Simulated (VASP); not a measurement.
Results of a VASP single-point calculation on ZnSe (strained zincblende)

POSCAR

```
Zn Se
 1.0000000000000000
     0.0000000000000000    2.8324206848000002    2.8324206848000002
     2.7757722711000001    0.0000000000000000    2.8324206848000002
     2.7757722711000001    2.8324206848000002    0.0000000000000000
 Zn  Se
   1   1
Cartesian
  0.0000000000000000  0.0000000000000000  0.0000000000000000
  1.3878861355500001  1.4162103424000001  1.4162103424000001
```

| Property | Result |
| --- | --- |
| gap between bands v and c | 1.91 eV |
| least direct gap | 1.91 eV |

Band v is the last that the valence electrons fill when counted band by band, and c is the next. Levels in eV from the top of v:

```csv
point,v−1,v,c,c+1
Γ,-0.07,0.00,1.91,6.25
X,-2.34,-2.30,3.27,3.89
K,-3.30,-1.91,3.97,6.12
L,-1.03,-0.90,3.04,6.73
W,-2.95,-2.87,5.89,6.24
```

Question: Which of these levels of theory gave these results?
A. PBE0
B. r²SCAN
C. PBE with spin–orbit coupling
D. LDA
E. PBE
F. HSE06
G. PBEsol

Answer: B.

The INCAR was:

```
LREAL = .FALSE.
IBRION = -1
LCHARG = .FALSE.
NELM = 120
ENCUT = 520
NBANDS = 16
NSW = 0
METAGGA = R2SCAN
PREC = Accurate
EDIFF = 1E-7
ALGO = Normal
LWAVE = .FALSE.
SIGMA = 0.01
ISMEAR = 0
ISIF = 2
LASPH = .TRUE.
```
